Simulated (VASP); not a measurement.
# MgS (P6_3/mmc) in VASP: single point with HSE06

Aim: the single point of MgS with HSE06.

Program: VASP 6.6.1. These are calculated values, not measurements. Logs are shortened: lines on timing, memory, paths and dates and some standing lists are left out, and cuts for length are marked.

## 1. The crystal as given

Symmetry: P6_3/mmc, No. 194, hexagonal system. Conventional cell: a = 3.645 Å, b = 3.645 Å, c = 6.147 Å, α = 90.00°, β = 90.00°, γ = 120.00°. Around Mg (site symmetry -3m) lie 6 S at 2.61 Å. S (site symmetry -6m2) is surrounded by 6 Mg at 2.61 Å.

The cell was built by a generator and needn't be a form met in nature.

## 2. Single point, HSE06

POSCAR reads:

```
MgS
1.0
    3.6454348056      0.0000000000      0.0000000000
   -1.8227174028      3.1570391495      0.0000000000
    0.0000000000      0.0000000000      6.1473560907
Mg S
2 2
Direct
    0.0000000000      0.0000000000      0.0000000000
    0.0000000000      0.0000000000      0.5000000000
    0.3333333333      0.6666666667      0.2500000000
    0.6666666667      0.3333333333      0.7500000000
```

INCAR.step1 reads:

```
SYSTEM = MgS
PREC     = Accurate       ! precision mode
ENCUT    = 520            ! plane-wave cutoff, eV
EDIFF    = 1E-5           ! SCF threshold, eV
ISMEAR   = 0              ! smearing method
SIGMA    = 0.01           ! smearing width, eV
LREAL    = .False.        ! projectors in reciprocal space
LASPH    = .True.         ! aspherical terms in the spheres
NELM     = 100            ! most SCF steps
ALGO     = Normal         ! electronic algorithm
ISIF     = 2              ! what is computed and relaxed
LWAVE    = .True.         ! write WAVECAR
NBANDS   = 16             ! bands
GGA      = PE             ! functional
```

INCAR.step2 reads:

```
SYSTEM = MgS
PREC     = Accurate       ! precision mode
ENCUT    = 520            ! plane-wave cutoff, eV
EDIFF    = 1E-6           ! SCF threshold, eV
ISMEAR   = 0              ! smearing method
SIGMA    = 0.01           ! smearing width, eV
LREAL    = .False.        ! projectors in reciprocal space
LASPH    = .True.         ! aspherical terms in the spheres
NELM     = 100            ! most SCF steps
ALGO     = Normal         ! electronic algorithm
ISIF     = 2              ! what is computed and relaxed
LWAVE    = .False.        ! write WAVECAR
LCHARG   = .True.         ! write CHGCAR
GGA      = PE             ! functional
LHFCALC  = .True.         ! exact exchange
HFSCREEN = 0.2079         ! screening, 1/A
PRECFOCK = Normal       
LELF     = .True.         ! ELF
LVHAR    = .True.       
NBANDS   = 16             ! bands
ISTART   = 1
```

KPOINTS reads:

```
Automatic mesh
0
Gamma
  6 6 2
  0 0 0
```

Potentials or basis: VASP PAW PBE potentials, release 64 (Mg, S).

On the command line:

```sh
cat potpaw_PBE.64/Mg/POTCAR potpaw_PBE.64/S/POTCAR > POTCAR
cp INCAR.step1 INCAR
mpirun -np 1 vasp_std > vasp.out
cp INCAR.step2 INCAR
mpirun -np 1 vasp_std > vasp.out
```

OUTCAR:

```text
SYSTEM = MgS
   PREC = Accurate
   ENCUT = 520
   EDIFF = 1E-6
   ISMEAR = 0
   LREAL = .False.
   LASPH = .True.
   NELM = 100
   ISIF = 2
   GGA = PE
   LHFCALC = .True.
   HFSCREEN = 0.2079
   PRECFOCK = Normal
   ISTART = 1

 ion  position               nearest neighbor table
   1  0.000  0.000  0.000-   3 2.61   4 2.61   4 2.61   3 2.61   4 2.61   3 2.61   2 3.07   2 3.07

   2  0.000  0.000  0.500-   3 2.61   4 2.61   4 2.61   3 2.61   4 2.61   3 2.61   1 3.07   1 3.07

   3  0.333  0.667  0.250-   1 2.61   2 2.61   1 2.61   2 2.61   1 2.61   2 2.61
   4  0.667  0.333  0.750-   1 2.61   2 2.61   1 2.61   2 2.61   1 2.61   2 2.61

  LATTYP: Found a hexagonal cell.
 ALAT       =     3.6454348056
 C/A-ratio  =     1.6863162883

  Lattice vectors:

 A1 = (   3.6454348056,   0.0000000000,   0.0000000000)
 A2 = (  -1.8227174028,   3.1570391495,   0.0000000000)
 A3 = (   0.0000000000,   0.0000000000,   6.1473560907)

Analysis of symmetry for initial positions (statically):
=====================================================================
 Subroutine PRICEL returns:
 Original cell was already a primitive cell.

 Routine SETGRP: Setting up the symmetry group for a
 hexagonal supercell.

 Subroutine GETGRP returns: Found 24 space group operations
 (whereof 12 operations were pure point group operations)
 out of a pool of 24 trial point group operations.

The static configuration has the point symmetry D_3d.
 The point group associated with its full space group is D_6h.

Analysis of symmetry for dynamics (positions and initial velocities):
=====================================================================
 Subroutine PRICEL returns:
 Original cell was already a primitive cell.

 Routine SETGRP: Setting up the symmetry group for a
 hexagonal supercell.

 Subroutine GETGRP returns: Found 24 space group operations
 (whereof 12 operations were pure point group operations)
 out of a pool of 24 trial point group operations.

The dynamic configuration has the point symmetry D_3d.
 The point group associated with its full space group is D_6h.

 Subroutine INISYM returns: Found 24 space group operations
 (whereof 12 operations are pure point group operations),
 and found     1 'primitive' translations

----------------------------------------------------------------------------------------
[... 95 lines left out ...]
   TEBEG  =    0.0;   TEEND  =   0.0 temperature during run
   PSTRESS=    0.0 pullay stress
   NELECT =      16.0000    total number of electrons
   NUPDOWN=      -1.0000    fix difference up-down
   EMIN   =  10.00;   EMAX   =-10.00  energy-range for DOS
   EFERMI =   0.00;   METHOD = LEGACY
   ISMEAR =     0;   SIGMA  =   0.01  broadening in eV -4-tet -1-fermi 0-gaus
   EFERMI_NEDOS =   21; number of points for ismear=-14 and -15
   IALGO  =     38    algorithm
   IMIX   =      1    mixing-type and parameters
     AMIX     =   0.40;   BMIX     =  1.00
     AMIX_MAG =   1.60;   BMIX_MAG =  1.00
  volume/ion in A,a.u.               =      17.69       119.36
  Fermi-wavevector in a.u.,A,eV,Ry     =   0.997414  1.884840 13.535556  0.994835
  Thomas-Fermi vector in A             =   2.129569
   LORBIT       =      0    0 simple, 1 ext, 2 COOP (PROOUT), +10 PAW based schemes
   GGA     = PE    functional components
   LHFCALC =     T    Hartree Fock is set to
   PRECFOCK=normal    Normal, Fast or Accurate (Low or Medium for compatibility)
   ENCUT4O =  -1.0   cutoff for four orbital integrals eV
   NKREDX  =     1    reduce k-point grid by
   NKREDY  =     1    reduce k-point grid by
   NKREDZ  =     1    reduce k-point grid by
   AEXX    =    0.2500 exact exchange contribution
   HFSCREEN=    0.2079 screening length (either q_TF or 0.3 A-1)
   HFSCREENC=   0.2079 screening length for correlation (either q_TF or 0.3 A-1)
   ENCUTFOCK=  -1.0 apply spherical cutoff to Coloumb kernel
   IVDW    =     0    specifies the selected vdW correction
   LEPSILON=     F    determine dielectric tensor
   LRPA    =     F    only Hartree local field effects (RPA)
 non-spin polarized calculation
 Gauss-broadening in eV      SIGMA  =   0.01
  energy-cutoff  :      520.00
  volume of cell :       70.75
 maximum number of plane-waves:      1922
 NGX is ok and might be reduce to    28
  NGX = 24; NGY = 24; NGZ = 36

 number of electron      16.0000000 magnetization

 Free energy of the ion-electron system (eV)
  ---------------------------------------------------
  ext. energy  EPLUGINS =         0.00000000
  ---------------------------------------------------
  free energy    TOTEN  =       -19.66809530 eV

  energy without entropy =      -19.66809530  energy(sigma->0) =      -19.66809530

 E-fermi :   3.1039     XC(G=0):  -8.0211

 val. band max:        3.0436689522   @ k =   0.0000   0.0000   0.0000
 cond. band min:       7.4587087912   @ k =   0.3333   0.3333   0.0000
 fundamental gap:      4.4150398390
 Fermi energy:         3.1039110741

 k-point     1 :       0.0000    0.0000    0.0000
  band No.  band energies     occupation
      1     -10.9416      2.00000
      2      -9.6220      2.00000
      3      -2.3313      2.00000
      4       2.5179      2.00000
      5       2.5179      2.00000
      6       2.7996      2.00000
[... 243 lines left out ...]
      3      -0.9007      2.00000
      4      -0.9007      2.00000
      5      -0.8796      2.00000
      6      -0.8796      2.00000
[... 8 lines left out ...]
     15      13.7523      0.00000
     16      13.7523      0.00000

------------------------ aborting loop because EDIFF is reached ----------------------------------------

  FORCE on cell =-STRESS in cart. coord.  units (eV):
  Direction    XX          YY          ZZ          XY          YZ          ZX
  --------------------------------------------------------------------------------------
  -------------------------------------------------------------------------------------
  Total       -0.2782569     -0.2782569     -0.3487001      0.0000000      0.0000000      0.0000000
  in kB       -6.3014264     -6.3014264     -7.8966874      0.0000000      0.0000000      0.0000000
  external PRESSURE =      -6.8331800 kB  Pullay stress =       0.0000000 kB

 VOLUME and BASIS-vectors are now :
 -----------------------------------------------------------------------------
  energy-cutoff  :      520.00
  volume of cell :       70.75
      direct lattice vectors                 reciprocal lattice vectors
     3.645434806  0.000000000  0.000000000     0.274315700  0.158376243  0.000000000
    -1.822717403  3.157039150  0.000000000     0.000000000  0.316752486  0.000000000
     0.000000000  0.000000000  6.147356091     0.000000000  0.000000000  0.162671559

 POSITION                                       TOTAL-FORCE (eV/Angst)
 -----------------------------------------------------------------------------------
      0.00000      0.00000      0.00000        -0.000000      0.000000     -0.000000
      0.00000      0.00000      3.07368         0.000000      0.000000     -0.000000
     -0.00000      2.10469      1.53684        -0.000000     -0.000000      0.000000
      1.82272      1.05235      4.61052         0.000000      0.000000     -0.000000
 -----------------------------------------------------------------------------------
    total drift:                                0.000001     -0.000000     -0.000097

  FREE ENERGIE OF THE ION-ELECTRON SYSTEM (eV)
  ---------------------------------------------------
  free  energy   TOTEN  =       -19.6680953017 eV

  energy  without entropy=      -19.6680953017  energy(sigma->0) =      -19.66809530
```

OUTCAR.step1:

```text
SYSTEM = MgS
   PREC = Accurate
   ENCUT = 520
   EDIFF = 1E-5
   ISMEAR = 0
   LREAL = .False.
   LASPH = .True.
   NELM = 100
[... 487 lines left out ...]
      0.00000      0.00000      3.07368        -0.000000      0.000000      0.000000
     -0.00000      2.10469      1.53684        -0.000000      0.000000      0.000000
      1.82272      1.05235      4.61052         0.000000     -0.000000     -0.000000
 -----------------------------------------------------------------------------------
    total drift:                                0.000000     -0.000000     -0.000000

  FREE ENERGIE OF THE ION-ELECTRON SYSTEM (eV)
  ---------------------------------------------------
  free  energy   TOTEN  =       -16.8963093269 eV

  energy  without entropy=      -16.8963093269  energy(sigma->0) =      -16.89630933
```

OSZICAR.step1:

```text
N       E                     dE             d eps       ncg     rms          rms(c)
DAV:   1     0.569149668233E+02    0.56915E+02   -0.63012E+03   448   0.830E+02
DAV:   2    -0.130418104582E+02   -0.69957E+02   -0.63021E+02   656   0.136E+02
DAV:   3    -0.176223347596E+02   -0.45805E+01   -0.45667E+01   584   0.379E+01
DAV:   4    -0.176658555520E+02   -0.43521E-01   -0.43508E-01   552   0.454E+00
DAV:   5    -0.176665332894E+02   -0.67774E-03   -0.67772E-03   608   0.570E-01    0.624E+00
DAV:   6    -0.169691955017E+02    0.69734E+00   -0.94630E-01   480   0.471E+00    0.466E+00
DAV:   7    -0.168967909402E+02    0.72405E-01   -0.33022E-01   576   0.283E+00    0.300E+00
DAV:   8    -0.168974371487E+02   -0.64621E-03   -0.31485E-02   496   0.110E+00    0.161E+00
DAV:   9    -0.168962551083E+02    0.11820E-02   -0.27837E-03   536   0.363E-01    0.239E-01
DAV:  10    -0.168963159360E+02   -0.60828E-04   -0.49332E-04   600   0.109E-01    0.361E-02
DAV:  11    -0.168963093269E+02    0.66091E-05   -0.35069E-05   536   0.314E-02
   1 F= -.16896309E+02 E0= -.16896309E+02  d E =-.449342E-40
```

Wall time 17 min (1 thread of AMD EPYC 7R13 (Zen 3), shared host); peak memory 0.28 GiB.

Results:

- Free energy: -19.6681 eV
- Pressure: -0.7 GPa
- Band gap on the k mesh: 4.42 eV, indirect (least direct gap 4.62 eV)

Caveat: the k mesh is coarse (spacing up to 0.51 Å⁻¹), so the values aren't converged, least of all with exact exchange; the PAW data sets were made with another functional, which shifts forces and pressure a little.
